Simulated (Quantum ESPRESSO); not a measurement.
Lu:

```
Lu
1.0
     3.50310    0.00000    0.00000
    -1.75155    3.03377    0.00000
     0.00000    0.00000    5.55090
Lu
2
Cartesian
  1.7516 1.0113 4.1632
  0.0000 2.0225 1.3877
```

```yaml
Program: Quantum ESPRESSO 7.5
Task: single point
Functional: PBE
Potentials_or_basis: SSSP 1.3 efficiency PBE
Cutoff: 748 eV
Density_cutoff: 5987 eV
k_mesh: 9 × 9 × 5
Occupations: fermi-dirac, width 0.05 eV
Spin: no spin polarisation
```

On this cell: pressure -0.6 GPa; largest force under 0.003 eV/Å; band gap on the k mesh none (metal or under the smearing width).

The same run follows on a disturbed copy (atoms moved at random, drawn with an rms of 0.05 Å):

```
Lu
1.0
     3.50310    0.00000    0.00000
    -1.75155    3.03377    0.00000
     0.00000    0.00000    5.55090
Lu
2
Direct
  0.66872 0.33408 0.75221
  0.33215 0.65927 0.24887
```

What does the disturbed cell give?

The energy (extrapolated to zero smearing) moves by +0.5 meV/atom; pressure -0.6 GPa; largest force 0.082 eV/Å; band gap on the k mesh none (metal or under the smearing width).

Forces on the atoms (eV/Å):
```
Lu   0.004 -0.031 -0.076
Lu  -0.004  0.031  0.076
```

Stress tensor (GPa, compression positive):
```
-0.24 -0.01  0.00
-0.01 -0.36  0.01
 0.00  0.01 -1.24
```
